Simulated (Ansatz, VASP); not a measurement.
CuAu in VASP and in Ansatz

Contents of INCAR:

```
PREC     = Accurate       # precision mode
ENCUT    = 520            # plane-wave cutoff, eV
EDIFF    = 1E-6           # SCF threshold, eV
ISMEAR   = 0              # smearing method
SIGMA    = 0.15           # smearing width, eV
LREAL    = F              # projectors in reciprocal space
LASPH    = T              # aspherical terms in the spheres
NELM     = 80             # most SCF steps
ALGO     = Fast           # electronic algorithm
ISIF     = 2              # what is computed and relaxed
LWAVE    = F              # write WAVECAR
LCHARG   = T              # write CHGCAR
GGA      = PE             # functional
LELF     = T              # ELF
LVHAR    = T            
NBANDS   = 18             # bands
```

The input KPOINTS:

```
Automatic mesh
0
Gamma
  18 18 14
```

The input POSCAR:

```
CuAu
1.0
    2.7300000000      0.0000000000      0.0000000000
    0.0000000000      2.7300000000      0.0000000000
    0.0000000000      0.0000000000      3.6700000000
Cu Au
1 1
Direct
    0.5000000000      0.5000000000      0.5000000000
    0.0000000000      0.0000000000      0.0000000000
```

Input for Ansatz:

```yaml
crystal:
  lattice:
    - [2.73, 0.0, 0.0]
    - [0.0, 2.73, 0.0]
    - [0.0, 0.0, 3.67]
  atoms:
    - { symbol: Cu, position: [0.5, 0.5, 0.5] }
    - { symbol: Au, position: [0.0, 0.0, 0.0] }
basis:
  ecutwfc: 420
kpoints:
  mp_grid: { grid: [18, 18, 14] }
hamiltonian:
  xc: pbe
scf:
  occupations: { method: gaussian, width: 0.15 }
output:
  forces: true
  stress: true
  eigenvalues: true
```

Change from the starting cell: strain -0.025 along x and y, +0.000 along z, atoms carried along.

Alike in both runs: task single point; functional PBE; k mesh 18 × 18 × 14; occupations gaussian, width 0.15 eV; no spin polarisation.

```csv
,VASP,Ansatz
version,VASP 6.6.1,Ansatz 0.2.0
potentials or method,"VASP PAW PBE potentials, release 64 (Cu, Au)","scalar-relativistic, plane waves, PAW"
plane-wave cutoff (eV),520,420
valence electrons in the cell,22,38
```

Ansatz gave:

```
gap on the k mesh at the Fermi level (eV)       : none
pressure (GPa)                                  : 17.1
largest component of the traceless stress (GPa) : 1.90
```

What did VASP give for the same quantities?

gap on the k mesh at the Fermi level (eV): none; pressure (GPa): 16.7; largest component of the traceless stress (GPa): 1.81.

A gap of «none» marks a metal or a gap that the smearing closes. The two sets of potentials don't hold the same shells in valence.

Caveats: so large a pressure means that the cell lies far from this level's equilibrium, or that cutoff or potentials fall short (VASP). Spin-orbit coupling is left out, which matters for the levels of Au.
